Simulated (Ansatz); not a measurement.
# ZrN: the cost of one run

Program: Ansatz 0.2.0. Level of theory: DFT PBEsol, scalar-relativistic, plane waves, PAW. These are calculated values, not measurements.

2 further runs of the same task are left out: 2 set aside as unsound or not needed.

### 1 The structure to begin with

It takes space group Fm-3m (No. 225, cubic). The conventional cell has a = 4.553 Å, b = 4.553 Å, c = 4.553 Å, α = 90.00°, β = 90.00°, γ = 90.00°. Zr (site symmetry m-3m) is surrounded by 6 N at 2.28 Å. N (site symmetry m-3m) is surrounded by 6 Zr at 2.28 Å.

Coordinates:

```
CELL_PARAMETERS angstrom
0.00000 2.27654 2.27654
2.27654 0.00000 2.27654
2.27654 2.27654 0.00000
ATOMIC_POSITIONS crystal
Zr 0.00000 0.00000 0.00000
N 0.50000 0.50000 0.50000
```

It is the result of an earlier relaxation at this level (volume 11.80 Å³/atom; gap on the mesh: none (metal)).

### 2 The cell under 12 GPa

At a set pressure the run lowers the enthalpy E + PV, so the energy alone may rise along the way.

File input.yaml:

```yaml
crystal:
  lattice:
    - [0.0, 2.2765405738, 2.2765405738]
    - [2.2765405738, 0.0, 2.2765405738]
    - [2.2765405738, 2.2765405738, 0.0]
  atoms:
    - { symbol: Zr, position: [0.0, 0.0, 0.0] }
    - { symbol: "N", position: [0.5, 0.5, 0.5] }
basis:
  ecutwfc: 420
kpoints:
  mp_grid: { grid: [16, 16, 16] }
hamiltonian:
  xc: pbesol
scf:
  occupations: { method: fermi_dirac, width: 0.15 }
output:
  forces: true
  stress: true
  eigenvalues: true
  write_density: true
  write_potential: true
  elf: true
  volumetric_format: npy
relax:
  adjacent_minimum: "off"
  f_tol: 0.001
  max_steps: 60
  cell: { stress_tol: 0.02, p_target: 12.0 }
```

Command:

```
$ ansatz run input.yaml --threads 1 --pin off --max-ram 3072MiB --backend cpu --events-out ev --progress --plain --runs-dir out
```

**Question.** How long does this run take on 1 thread of Intel Xeon 6975P-C (Granite Rapids), shared host, and how much memory does it need?

About 12 s, with a peak of 0.38 GiB.
